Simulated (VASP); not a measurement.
# Si: single point with PBE

Crystal: Si.

```
CELL_PARAMETERS angstrom
0.00000 2.76192 2.76192
2.76192 0.00000 2.76192
2.76192 2.76192 0.00000
ATOMIC_POSITIONS crystal
Si 0.75000 0.75000 0.75000
Si 0.50000 0.50000 0.50000
```

| Item | Value |
| --- | --- |
| Program | VASP 6.6.1 |
| Task | single point |
| Functional | PBE |
| Potentials or basis | VASP PAW PBE potentials, release 64 (Si) |
| Cutoff | 520 eV |
| k mesh | 10 × 10 × 10 |
| Occupations | gaussian, width 0.02 eV |
| Spin | no spin polarisation |

```json
{
 "Pressure": "-2.5 GPa",
 "Band gap on the k mesh": "0.67 eV, indirect (least direct gap 2.51 eV)"
}
```

Levels at points of the mesh, in eV from the valence-band top:
```csv
k point,band 1,band 2,band 3,band 4,band 5,band 6,band 7,band 8,band 9
"(0.00, 0.00, 0.00)",-11.61,0.00,0.00,0.00,2.54,2.54,2.54,2.80,7.69
"(0.50, 0.00, 0.00)",-9.41,-6.73,-1.15,-1.15,1.36,3.36,3.36,7.66,10.42
"(0.50, 0.50, 0.00)",-7.65,-7.65,-2.72,-2.72,0.81,0.81,9.68,9.68,10.81
```

Run time: 8 s on 1 thread of Intel(R) Xeon(R) 6975P-C (Granite Rapids) (shared host), peak memory 0.16 GiB.

A k mesh can miss the band edges. Expect the measured gap to be larger: semilocal functionals such as PBE lack the derivative discontinuity.
